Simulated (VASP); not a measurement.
Runs of VASP 6.6.1 on GaSb. The structure is cubic, space group F-43m (No. 216). The conventional cell has a = 6.118 Å, b = 6.118 Å, c = 6.118 Å, α = 90.00°, β = 90.00°, γ = 90.00°. Sb (site symmetry -43m) is surrounded by 4 Ga at 2.65 Å. Ga (site symmetry -43m) is surrounded by 4 Sb at 2.65 Å. 

| task | level | potentials or basis | cell | k mesh | cutoff (eV) | grid for exact exchange (PRECFOCK) | exchange at q = 0 | mesh quality | gap on the mesh (eV) | pressure (GPa) |
| --- | --- | --- | --- | --- | --- | --- | --- | --- | --- | --- |
| band structure | TPSS | VASP PAW PBE potentials, release 64 (Sb, Ga_d) | as given | 8 × 8 × 8 | 520 | - | - | not flagged | 0.16 | (a) |
| band structure | SCAN | VASP PAW PBE potentials, release 64 (Sb, Ga_d) | as given | 8 × 8 × 8 | 520 | - | - | not flagged | - | 0.1 |
| band structure | revPBE | VASP PAW PBE potentials, release 64 (Sb, Ga_d) | as given | 8 × 8 × 8 | 520 | - | - | not flagged | 0.11 | 3.5 |
| band structure | LDA | VASP PAW LDA potentials, release 64 (Sb, Ga_d) | as given | 8 × 8 × 8 | 520 | - | - | not flagged | - | -1.5 |
| band structure | TB-mBJ | VASP PAW PBE potentials, release 64 (Sb, Ga_d) | as given | 8 × 8 × 8 | 520 | - | - | not flagged | 0.86 | - |
| band structure | AM05 | VASP PAW PBE potentials, release 64 (Sb, Ga_d) | as given | 8 × 8 × 8 | 520 | - | - | not flagged | - | 0.3 |
| band structure | r2SCAN | VASP PAW PBE potentials, release 64 (Sb, Ga_d) | as given | 8 × 8 × 8 | 520 | - | - | not flagged | 0.45 | (b) |
| relaxation of cell and atoms | PBEsol0 | VASP PAW PBE potentials, release 64 (Sb, Ga_d) | relaxed | 4 × 4 × 4 | 600 | Fast | truncated | coarse | 1.76 | 0.0 |

Alike in all rows: no spin polarisation; smearing fermi-dirac 0.05 eV.

Q: Estimate the missing entries.

A: (a) 1.3; (b) 0.4.

Caveats: some runs use coarse meshes; spin-orbit coupling is left out, which moves the levels of the heavy elements; the PAW data sets were made with another functional, which shifts forces and pressure a little (some runs).

A k mesh can miss the band edges, and the runs leave out spin-orbit coupling on Ga, Sb.

Runs at the PBE level aren't shown here.
